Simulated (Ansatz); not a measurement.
**Be (bcc)**

The computed numbers are results of PBE, scalar-relativistic (no spin polarisation) in the plane-wave PAW code Ansatz at 420 eV, Γ-centred 22×22×22 mesh, 0.05 eV Gaussian smearing. The datasets are Ansatz's generated set soft_2.

```
CELL_PARAMETERS angstrom
-1.25036 1.25036 1.25036
1.25036 -1.25036 1.25036
1.25036 1.25036 -1.25036
ATOMIC_POSITIONS crystal
Be 0.00000 0.00000 0.00000
```

At room temperature and ambient pressure Be is hcp.

Path: Γ–H–N–Γ–P–H | P–N, with Γ = (0.000, 0.000, 0.000), H = (0.500, -0.500, 0.500), N = (0.000, 0.000, 0.500), P = (0.250, 0.250, 0.250) in reciprocal vectors of the calculation's cell.

Is it a metal or an insulator, and if it has a gap, where are the band edges on this path?

A metal: bands cross the Fermi level.

Bands as a text map, energy in eV from the Fermi level (dashes), each leg drawn with the same width:
```
  2.86 |                                  *          
  2.57 |        **                 *                 
  2.29 |                                             
  2.00 |                                             
  1.71 |          *    *                             
  1.43 |                                     *       
  1.14 |      *    *                                 
  0.86 |            *                    *           
  0.57 |         *   *              *       *******  
  0.29 |              *                            **
  0.00 |---------------------------------------------
 -0.29 |                                *    *       
 -0.57 |                             *               
 -0.86 |                                             
 -1.14 |                              **             
 -1.43 |          *                                  
 -1.71 |                                      *      
 -2.00 |                                             
 -2.29 |                                             
 -2.57 |                           *                 
 -2.86 |     *                                 *     
 -3.14 |           *                                 
 -3.43 |                                             
 -3.71 |                                        *    
 -4.00 |                                             
 -4.29 |            *                                
 -4.57 |                                         *   
 -4.86 |             *                            *  
        Γ      H      N      Γ      P      HP       N
```
